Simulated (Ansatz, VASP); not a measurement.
Two plane-wave programs on Ba

The input INCAR:

```
SYSTEM = Ba
PREC     = Accurate       ! precision mode
ENCUT    = 520            ! plane-wave cutoff, eV
EDIFF    = 1E-6           ! SCF threshold, eV
ISMEAR   = 1              ! smearing method
SIGMA    = 0.3            ! smearing width, eV
LREAL    = .False.        ! projectors in reciprocal space
LASPH    = .True.         ! aspherical terms in the spheres
NELM     = 80             ! most SCF steps
ALGO     = Normal         ! electronic algorithm
ISIF     = 2              ! what is computed and relaxed
LWAVE    = .False.        ! write WAVECAR
LCHARG   = .False.        ! write CHGCAR
GGA      = CA             ! functional
NBANDS   = 11             ! bands
```

KPOINTS

```
Automatic mesh
0
Gamma
  9 9 9
  0 0 0
```

File POSCAR:

```
Ba
1.0
   -2.3789385306      2.3789385306      2.3789385306
    2.3789385306     -2.3789385306      2.3789385306
    2.3789385306      2.3789385306     -2.3789385306
Ba
1
Direct
    0.0000000000      0.0000000000      0.0000000000
```

Input for Ansatz:

```yaml
crystal:
  lattice:
    - [-2.3789385306, 2.3789385306, 2.3789385306]
    - [2.3789385306, -2.3789385306, 2.3789385306]
    - [2.3789385306, 2.3789385306, -2.3789385306]
  atoms:
    - { symbol: Ba, position: [0.0, 0.0, 0.0] }
hamiltonian:
  xc: lda
  pseudopotentials:
    kind: paw
    azcp:
      Ba: "pseudopotentials/Ba.paw.azcp"
basis:
  ecutwfc: 420
  fft_grid_basis: typed
kpoints:
  mp_grid: { grid: [9, 9, 9], shift: [0, 0, 0] }
magnetization:
  spin_polarized: false
scf:
  occupations: { method: methfessel_paxton, width: 0.3 }
  lower_state_search: "off"
output:
  stress: true
  write_density: true
  write_potential: true
  elf: true
  volumetric_format: npy
```

Alike in both runs: task single point; functional LDA; k mesh 9 × 9 × 9; occupations methfessel-paxton of order 1, width 0.3 eV; no spin polarisation.

```csv
,VASP,Ansatz
version,VASP 6.6.1,Ansatz 0.2.0
potentials or method,"VASP PAW LDA potentials, release 64 (Ba_sv)","plane waves (420 eV) with PAW, scalar-relativistic"
plane-wave cutoff (eV),520,420
valence electrons in the cell,10,10
```

Ansatz gave:

- pressure (GPa): -0.1

What did VASP give for the same quantities?

Pressure (GPa): 0.0.

Ansatz warned: «pseudo_functional_mismatch».

The runs have no spin-orbit coupling, so splittings on Ba are missing.
